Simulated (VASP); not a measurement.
# Quasi-harmonic expansion of CaO (Lime) (Fm-3m)

Wanted: volume, bulk modulus and heat capacity of CaO (Lime) against temperature. The start is a cell from a database of measured crystal structures.

Method: PBEsol; plane waves and PAW (Ca_sv, O), in VASP 6.6.1.

**1. The starting structure**

Symmetry: Fm-3m, No. 225, cubic system. The conventional cell has a = 4.813 Å, b = 4.813 Å, c = 4.813 Å, α = 90.00°, β = 90.00°, γ = 90.00°. Nearest to Ca lie 6 O at 2.41 Å. Nearest to O lie 6 Ca at 2.41 Å. Farther neighbours and most contacts between anions are not listed.

**2. Relaxation**

The series of volumes is laid round the static minimum, so the cell is relaxed first.

File INCAR:

```
SYSTEM = CaO
PREC = Accurate
ENCUT = 520
EDIFF = 1E-07
NELM = 100
ISMEAR = 0
SIGMA = 0.05
LREAL = .FALSE.
ALGO = Normal
GGA = PS
NBANDS = 14
LORBIT = 11
LWAVE = .FALSE.
LCHARG = .FALSE.
KPAR = 12
IBRION = 2
NSW = 50
ISIF = 3
EDIFFG = -0.003
```

File POSCAR:

```
CaO
1.0
    0.0000000000      2.4065000000      2.4065000000
    2.4065000000      0.0000000000      2.4065000000
    2.4065000000      2.4065000000      0.0000000000
Ca O
1 1
Direct
    0.0000000000      0.0000000000      0.0000000000
    0.5000000000      0.5000000000      0.5000000000
```

File KPOINTS:

```
Automatic mesh
0
Gamma
12 12 12
0 0 0
```

PAW data sets: Ca_sv and O (PBE family, release 64).

The run is started by

```console
> mpirun -np 12 vasp_std
```

Log:

```text
[banner, memory and clock lines left out]
running   12 mpi-ranks, on    1 nodes
 distrk:  each k-point on    1 cores,   12 groups
 distr:  one band on    1 cores,    1 groups

 POSCAR found type information on POSCAR CaO
 POSCAR found :  2 types and       2 ions
|                                                                             |
|           W    W    AA    RRRRR   N    N  II  N    N   GGGG   !!!           |
|           W    W   A  A   R    R  NN   N  II  NN   N  G    G  !!!           |
|           W    W  A    A  R    R  N N  N  II  N N  N  G       !!!           |
|           W WW W  AAAAAA  RRRRR   N  N N  II  N  N N  G  GGG   !            |
|           WW  WW  A    A  R   R   N   NN  II  N   NN  G    G                |
|           W    W  A    A  R    R  N    N  II  N    N   GGGG   !!!           |
|                                                                             |
|     For optimal performance we recommend to set                             |
|       NCORE = 2 up to number-of-cores-per-socket                            |
|     NCORE specifies how many cores store one orbital (NPAR=cpu/NCORE).      |
|     This setting can greatly improve the performance of VASP for DFT.       |
|     The default, NCORE=1 might be grossly inefficient on modern             |
|     multi-core architectures or massively parallel machines. Do your        |
|     Unfortunately you need to use the default for GW and RPA                |
|     calculations (for HF NCORE is supported but not extensively tested      |
|     yet).                                                                   |
|                                                                             |

|                                                                             |
|               ----> ADVICE to this user running VASP <----                  |
|                                                                             |
|     You enforced a specific xc type in the INCAR file but a different       |
|     [... a line on the potential file left out ...]
|     I HOPE YOU KNOW WHAT YOU ARE DOING!                                     |
|                                                                             |

 LDA part: xc-table for (Slater+PW92), standard interpolation
 POSCAR, INCAR and KPOINTS ok, starting setup
 FFT: planning ... GRIDC
 FFT: planning ... GRID_SOFT
 FFT: planning ... GRID
 WAVECAR not read
 entering main loop
       N       E                     dE             d eps       ncg     rms          rms(c)
DAV:   1     0.123432874670E+03    0.12343E+03   -0.83913E+03  2016   0.116E+03
DAV:   2    -0.931113244892E+01   -0.13274E+03   -0.12453E+03  2526   0.303E+02
DAV:   3    -0.147425097491E+02   -0.54314E+01   -0.53951E+01  2312   0.632E+01
DAV:   4    -0.149225928106E+02   -0.18008E+00   -0.17990E+00  2972   0.100E+01
DAV:   5    -0.149241248412E+02   -0.15320E-02   -0.15320E-02  2338   0.100E+00    0.806E+00
DAV:   6    -0.134933070840E+02    0.14308E+01   -0.49819E+00  2146   0.223E+01    0.361E+00
DAV:   7    -0.134220464079E+02    0.71261E-01   -0.48686E-01  2524   0.699E+00    0.176E+00
DAV:   8    -0.134070895947E+02    0.14957E-01   -0.69866E-02  2338   0.287E+00    0.314E-01
DAV:   9    -0.134064341928E+02    0.65540E-03   -0.77193E-03  2668   0.633E-01    0.117E-01
DAV:  10    -0.134068972339E+02   -0.46304E-03   -0.85055E-04  2232   0.376E-01    0.775E-02
DAV:  11    -0.134068259458E+02    0.71288E-04   -0.99220E-05  2616   0.145E-01    0.728E-03
DAV:  12    -0.134068251914E+02    0.75436E-06   -0.14083E-05  2300   0.428E-02    0.631E-03
DAV:  13    -0.134068248820E+02    0.30936E-06   -0.14112E-06  2198   0.144E-02    0.124E-03
DAV:  14    -0.134068249318E+02   -0.49739E-07   -0.89758E-08  1862   0.298E-03
   1 F= -.13406825E+02 E0= -.13406825E+02  d E =-.134068E+02
 curvature:   0.00 expect dE= 0.000E+00 dE for cont linesearch  0.000E+00
 trial: gam= 0.00000 g(F)=  0.152E-61 g(S)=  0.142E-01 ort = 0.000E+00 (trialstep = 0.100E+01)
 search vector abs. value=  0.142E-01
 bond charge predicted
       N       E                     dE             d eps       ncg     rms          rms(c)
DAV:   1    -0.135315951207E+02   -0.12477E+00   -0.29009E+00  2316   0.181E+01    0.239E+00
DAV:   2    -0.134303000421E+02    0.10130E+00   -0.30938E-01  2406   0.505E+00    0.907E-01
DAV:   3    -0.134119831048E+02    0.18317E-01   -0.38113E-02  3410   0.247E+00    0.349E-01
DAV:   4    -0.134100560826E+02    0.19270E-02   -0.14660E-02  3184   0.983E-01    0.111E-01
DAV:   5    -0.134100645260E+02   -0.84434E-05   -0.10915E-04  2166   0.108E-01    0.111E-01
DAV:   6    -0.134101039120E+02   -0.39386E-04   -0.66425E-06  2168   0.266E-02    0.114E-01
DAV:   7    -0.134100687733E+02    0.35139E-04   -0.11729E-03  2556   0.300E-01    0.256E-01
DAV:   8    -0.134108538189E+02   -0.78505E-03   -0.58825E-04  3322   0.162E-01    0.158E-01
DAV:   9    -0.134110581035E+02   -0.20428E-03   -0.59678E-05  3070   0.766E-02    0.974E-02
DAV:  10    -0.134110780020E+02   -0.19898E-04   -0.47564E-06  2190   0.232E-02    0.774E-02
DAV:  11    -0.134111419941E+02   -0.63992E-04   -0.43636E-05  2636   0.660E-02    0.205E-02
DAV:  12    -0.134111454832E+02   -0.34891E-05   -0.51721E-06  3224   0.202E-02    0.772E-03
DAV:  13    -0.134111467211E+02   -0.12379E-05   -0.98256E-07  2878   0.914E-03    0.311E-04
DAV:  14    -0.134111467496E+02   -0.28544E-07   -0.79596E-08  1678   0.269E-03
   2 F= -.13411147E+02 E0= -.13411147E+02  d E =-.432182E-02
 trial-energy change:   -0.004322  1 .order   -0.004181   -0.014183    0.005821
 step:   0.7176(harm=  0.7090)  dis= 0.00000  next Energy=   -13.411966 (dE=-0.514E-02)
 bond charge predicted
       N       E                     dE             d eps       ncg     rms          rms(c)
DAV:   1    -0.134215265193E+02   -0.10380E-01   -0.23314E-01  2286   0.518E+00    0.671E-01
DAV:   2    -0.134135534904E+02    0.79730E-02   -0.25344E-02  2472   0.144E+00    0.259E-01
DAV:   3    -0.134120587135E+02    0.14948E-02   -0.30806E-03  3424   0.687E-01    0.992E-02
DAV:   4    -0.134118984907E+02    0.16022E-03   -0.12399E-03  3160   0.283E-01    0.338E-02
DAV:   5    -0.134118911940E+02    0.72967E-05   -0.96071E-06  2166   0.322E-02    0.364E-02
DAV:   6    -0.134119748263E+02   -0.83632E-04   -0.15765E-04  3270   0.674E-02    0.107E-02
DAV:   7    -0.134119736599E+02    0.11664E-05   -0.11367E-06  2016   0.130E-02    0.631E-03
DAV:   8    -0.134119725576E+02    0.11023E-05   -0.88621E-07  3238   0.682E-03    0.789E-04
DAV:   9    -0.134119727413E+02   -0.18367E-06   -0.18916E-08  1122   0.171E-03    0.684E-04
DAV:  10    -0.134119726508E+02    0.90489E-07   -0.14904E-08  1020   0.119E-03
   3 F= -.13411973E+02 E0= -.13411973E+02  d E =-.514772E-02
 curvature:  -0.35 expect dE=-0.246E-08 dE for cont linesearch -0.246E-08
 trial: gam= 0.00000 g(F)=  0.373E-59 g(S)=  0.694E-08 ort =-0.992E-05 (trialstep = 0.944E+00)
 search vector abs. value=  0.704E-08
 reached required accuracy - stopping structural energy minimisation
```

Elapsed: 21 s, on 12 MPI ranks of Intel Xeon Platinum 8259CL at 2.50GHz (Skylake/Cascade Lake), shared host; peak memory 2.4 GiB; 3.2 min of CPU time.

The logs omit lines about the potential files and the build; timing stands in the text.

OUTCAR, selected parts (step 2):

```text
ion  position               nearest neighbor table
   1  0.000  0.000  0.000-   2 2.41   2 2.41   2 2.41   2 2.41   2 2.41   2 2.41
   2  0.500  0.500  0.500-   1 2.41   1 2.41   1 2.41   1 2.41   1 2.41   1 2.41

  LATTYP: Found a face centered cubic cell.
 ALAT       =     4.8130000000

 Subroutine GETGRP returns: Found 48 space group operations
 (whereof 48 operations were pure point group operations)

The static configuration has the point symmetry O_h .

 Found     72 irreducible k-points:

   k-points           NKPTS =     72   k-points in BZ     NKDIM =     72   number of bands    NBANDS=     14

   dimension x,y,z NGX =    28 NGY =   28 NGZ =   28
   dimension x,y,z NGXF=    56 NGYF=   56 NGZF=   56

   ENCUT  =  520.0 eV  38.22 Ry    6.18 a.u.   6.33  6.33  6.33*2*pi/ulx,y,z

   NELECT =      16.0000    total number of electrons

 k-points in reciprocal lattice and weights: Automatic mesh
   0.00000000  0.00000000  0.00000000       0.001
   0.08333333  0.00000000  0.00000000       0.005
   0.16666667  0.00000000  0.00000000       0.005
   0.25000000  0.00000000  0.00000000       0.005
   0.33333333  0.00000000  0.00000000       0.005
   0.41666667  0.00000000  0.00000000       0.005
   0.50000000  0.00000000  0.00000000       0.002
   0.08333333  0.08333333  0.00000000       0.003
   0.16666667  0.08333333  0.00000000       0.014
[...]
-0.33333333  0.50000000  0.16666667       0.007
  -0.25000000  0.50000000  0.25000000       0.003

 average (electrostatic) potential at core
       1 -43.6099       2 -70.1337

 E-fermi :   2.5042

 k-point     1 :       0.0000    0.0000    0.0000
  band No.  band energies     occupation
    ...
      4     -15.8336      2.00000
      5     -13.1788      2.00000
      6       2.3026      2.00000
      7       2.3026      2.00000
      8       2.3026      2.00000
      9       7.0203      0.00000
     10       8.5398      0.00000
     11       8.5398      0.00000
     12       8.5398      0.00000
     13      10.1111      0.00000
    ...

 k-point     2 :       0.0833    0.0000    0.0000
  band No.  band energies     occupation
    ...
      4     -15.8375      2.00000
      5     -13.0571      2.00000
      6       2.0332      2.00000
      7       2.1990      2.00000
      8       2.1990      2.00000
      9       7.3540      0.00000
     10       8.5092      0.00000
     11       8.6646      0.00000
     12       8.6646      0.00000
     13      10.2881      0.00000
    ...

 k-point     3 :       0.1667    0.0000    0.0000
  band No.  band energies     occupation
    ...
      4     -15.8483      2.00000
      5     -12.7650      2.00000
      6       1.4095      2.00000
      7       1.9345      2.00000
      8       1.9345      2.00000
      9       8.1390      0.00000
     10       8.5163      0.00000
     11       9.0187      0.00000
     12       9.0187      0.00000
     13      10.7663      0.00000
    ...

  Total        0.0003098      0.0003098      0.0003098      0.0000000      0.0000000     -0.0000000
  in kB        0.0182218      0.0182218      0.0182218      0.0000000      0.0000000     -0.0000000
  external PRESSURE =       0.0182218 kB  Pullay stress =       0.0000000 kB

  energy-cutoff  :      520.00
  volume of cell :       27.24
      direct lattice vectors                 reciprocal lattice vectors
     0.000000000  2.388059453  2.388059453    -0.209375022  0.209375022  0.209375022
     2.388059453  0.000000000  2.388059453     0.209375022 -0.209375022  0.209375022
     2.388059453  2.388059453 -0.000000000     0.209375022  0.209375022 -0.209375022

 POSITION                                       TOTAL-FORCE (eV/Angst)
 -----------------------------------------------------------------------------------
      0.00000      0.00000     -0.00000        -0.000000     -0.000000     -0.000000
      2.38806      2.38806      2.38806         0.000000      0.000000      0.000000
 -----------------------------------------------------------------------------------
    total drift:                                0.000000      0.000000      0.000000

  FREE ENERGIE OF THE ION-ELECTRON SYSTEM (eV)
  ---------------------------------------------------
  free  energy   TOTEN  =       -13.4119726508 eV

  energy  without entropy=      -13.4119726508  energy(sigma->0) =      -13.41197265

 reached required accuracy - stopping structural energy minimisation

 total charge
# of ion       s       p       d       tot
------------------------------------------
    1        2.043   5.882   0.313   8.238
    2        1.545   3.438   0.000   4.984
--------------------------------------------------
tot          3.588   9.320   0.313  13.221

[... 3 further parts left out ...]
```

CONTCAR:

```
CaO
   1.00000000000000
     0.0000000000000000    2.3880594525067158    2.3880594525067158
     2.3880594525067158    0.0000000000000000    2.3880594525067158
     2.3880594525067158    2.3880594525067158   -0.0000000000000000
  Ca              O
     1     1
Direct
     0.0000000000000000    0.0000000000000000    0.0000000000000000
     0.5000000000000000    0.5000000000000000    0.5000000000000000
```

The gap is read on the k-mesh alone, so it is an upper bound where the band edges lie off the mesh. The PAW data sets were made with PBE, which is usual practice but a small mismatch for other functionals. The run keeps the 48 symmetry operations of its start, so it cannot find a distortion of lower symmetry.

The steps of the relaxation:

```
step  energy less that of the first step (eV)  largest force (eV/Å)  pressure (GPa)  volume (Å³)
   1                                   0.0000                0.0000           -2.54        27.87
   2                                  -0.0043                0.0000            1.08        26.99
   3                                  -0.0051                0.0000            0.00        27.24
```

```
conventional cell, symmetrised  before  after  change
                         a (Å)   4.813  4.776  -0.8 %
                         b (Å)   4.813  4.776  -0.8 %
                         c (Å)   4.813  4.776  -0.8 %
              volume (Å³/atom)   13.94  13.62  -2.3 %
```

Final coordinates:

```
Ca O
1.0
     0.00000    2.38806    2.38806
     2.38806    0.00000    2.38806
     2.38806    2.38806    0.00000
Ca O
1 1
Direct
  0.00000 0.00000 0.00000
  0.50000 0.50000 0.50000
```

Numbers from this step:

```
SCF cycles                     : 38
electrons                      : 16
bands                          : 14
irreducible k-points           : 72
symmetry operations            : 48
free energy (TOTEN)            : -13.41 eV
Fermi energy                   : 2.504 eV
pressure                       : 0.001822 GPa
metallic                       : no
valence top at k               : 0, 0, 0
conduction bottom at k         : 0.5, 0.5, 0
least direct gap at k          : 0.5, 0.5, 0
gap on the k-mesh              : 3.525 eV
least direct gap on the k-mesh : 3.899 eV
```

**3. Second relaxation**

A second run rebuilds the plane-wave basis for the relaxed cell; where the first run showed a metal, it also takes Methfessel-Paxton smearing.

INCAR is that of step 2.

File POSCAR:

```
CaO
1.0
    0.0000000000      2.3880594525      2.3880594525
    2.3880594525      0.0000000000      2.3880594525
    2.3880594525      2.3880594525      0.0000000000
Ca O
1 1
Direct
    0.0000000000      0.0000000000      0.0000000000
    0.5000000000      0.5000000000      0.5000000000
```

KPOINTS is that of step 2.

The run is started by

```console
> mpirun -np 12 vasp_std
```

Log:

```text
[banner, memory and clock lines left out]
running   12 mpi-ranks, on    1 nodes
 distrk:  each k-point on    1 cores,   12 groups
 distr:  one band on    1 cores,    1 groups

 POSCAR found type information on POSCAR CaO
 POSCAR found :  2 types and       2 ions
 [... a notice as in an earlier step ...]

 [... a notice as in an earlier step ...]

 LDA part: xc-table for (Slater+PW92), standard interpolation
 POSCAR, INCAR and KPOINTS ok, starting setup
 FFT: planning ... GRIDC
 FFT: planning ... GRID_SOFT
 FFT: planning ... GRID
 WAVECAR not read
 entering main loop
       N       E                     dE             d eps       ncg     rms          rms(c)
DAV:   1     0.124576432074E+03    0.12458E+03   -0.85015E+03  2016   0.117E+03
DAV:   2    -0.955532453644E+01   -0.13413E+03   -0.12538E+03  2608   0.304E+02
DAV:   3    -0.147685108523E+02   -0.52132E+01   -0.51802E+01  2320   0.627E+01
DAV:   4    -0.149312301423E+02   -0.16272E+00   -0.16262E+00  2956   0.950E+00
DAV:   5    -0.149325155997E+02   -0.12855E-02   -0.12854E-02  2326   0.923E-01    0.807E+00
DAV:   6    -0.134936449524E+02    0.14389E+01   -0.48937E+00  2152   0.223E+01    0.355E+00
DAV:   7    -0.134264835536E+02    0.67161E-01   -0.47615E-01  2534   0.699E+00    0.175E+00
DAV:   8    -0.134116310996E+02    0.14852E-01   -0.69695E-02  2408   0.285E+00    0.319E-01
DAV:   9    -0.134108768531E+02    0.75425E-03   -0.77853E-03  2600   0.648E-01    0.116E-01
DAV:  10    -0.134113254928E+02   -0.44864E-03   -0.84678E-04  2200   0.376E-01    0.745E-02
DAV:  11    -0.134112579882E+02    0.67505E-04   -0.97136E-05  2614   0.144E-01    0.649E-03
DAV:  12    -0.134112574210E+02    0.56722E-06   -0.12684E-05  2304   0.400E-02    0.589E-03
DAV:  13    -0.134112570926E+02    0.32842E-06   -0.12131E-06  2256   0.133E-02    0.111E-03
DAV:  14    -0.134112571359E+02   -0.43339E-07   -0.91688E-08  1838   0.287E-03
   1 F= -.13411257E+02 E0= -.13411257E+02  d E =-.134113E+02
 curvature:   0.00 expect dE= 0.000E+00 dE for cont linesearch  0.000E+00
 trial: gam= 0.00000 g(F)=  0.153E-59 g(S)=  0.181E-06 ort = 0.000E+00 (trialstep = 0.100E+01)
 search vector abs. value=  0.181E-06
 reached required accuracy - stopping structural energy minimisation
```

Wall time 7.2 s (12 MPI ranks); peak memory 2.1 GiB.

OUTCAR, selected parts (step 3):

```text
  LATTYP: Found a face centered cubic cell.
 ALAT       =     4.7761189050

The static configuration has the point symmetry O_h .

 Found     72 irreducible k-points:

   ENCUT  =  520.0 eV  38.22 Ry    6.18 a.u.   6.28  6.28  6.28*2*pi/ulx,y,z

   NELECT =      16.0000    total number of electrons

 E-fermi :   2.5043

 k-point     1 :       0.0000    0.0000    0.0000
  band No.  band energies     occupation
    ...
      4     -15.8335      2.00000
      5     -13.1785      2.00000
      6       2.3027      2.00000
      7       2.3027      2.00000
      8       2.3027      2.00000
      9       7.0204      0.00000
     10       8.5398      0.00000
     11       8.5398      0.00000
     12       8.5398      0.00000
     13      10.1111      0.00000
    ...

 k-point     2 :       0.0833    0.0000    0.0000
  band No.  band energies     occupation
    ...
      4     -15.8375      2.00000
      5     -13.0570      2.00000
      6       2.0333      2.00000
      7       2.1991      2.00000
      8       2.1991      2.00000
      9       7.3540      0.00000
     10       8.5092      0.00000
     11       8.6646      0.00000
     12       8.6646      0.00000
     13      10.2881      0.00000
    ...

  Total       -0.0015812     -0.0015812     -0.0015812     -0.0000000     -0.0000000      0.0000000
  in kB       -0.0930125     -0.0930125     -0.0930125     -0.0000000     -0.0000000      0.0000000
  external PRESSURE =      -0.0930125 kB  Pullay stress =       0.0000000 kB

  energy-cutoff  :      520.00
  volume of cell :       27.24
      direct lattice vectors                 reciprocal lattice vectors
     0.000000000  2.388059452  2.388059452    -0.209375022  0.209375022  0.209375022
     2.388059452  0.000000000  2.388059452     0.209375022 -0.209375022  0.209375022
     2.388059452  2.388059452  0.000000000     0.209375022  0.209375022 -0.209375022

 POSITION                                       TOTAL-FORCE (eV/Angst)
 -----------------------------------------------------------------------------------
      0.00000      0.00000      0.00000         0.000000     -0.000000     -0.000000
      2.38806      2.38806      2.38806         0.000000      0.000000      0.000000
 -----------------------------------------------------------------------------------
    total drift:                                0.000000      0.000000      0.000000

  FREE ENERGIE OF THE ION-ELECTRON SYSTEM (eV)
  ---------------------------------------------------
  free  energy   TOTEN  =       -13.4112571359 eV

  energy  without entropy=      -13.4112571359  energy(sigma->0) =      -13.41125714

 total charge
# of ion       s       p       d       tot
------------------------------------------
    1        2.043   5.882   0.313   8.238
    2        1.546   3.438   0.000   4.984
--------------------------------------------------
tot          3.589   9.320   0.313  13.222

[... 6 parts as in an earlier step ...]

[... 5 further parts left out ...]
```

Little changed from the start: no atom moved by 0.005 Å and no cell edge by 0.1 %.

This step gave:

- SCF cycles: 14
- pressure: -0.009301 GPa

(Part 1 of 6 ends here.)

[Lines on the potential files, build, host, timing and source positions are cut from VASP's logs without a mark.]

[Logs are printed without paths, hosts, clocks, repeated set-up lines and the standing remarks that a program may print on its own settings, such as how far it seeks lower states.]

[Hosts, paths, dates, database ids (printed as entryN), source tags and the programs' standing remarks are cut or masked in the printed files.]

[In band tables of VASP the shares of atoms and orbitals are scaled to a sum of 1 inside the atoms' spheres.]
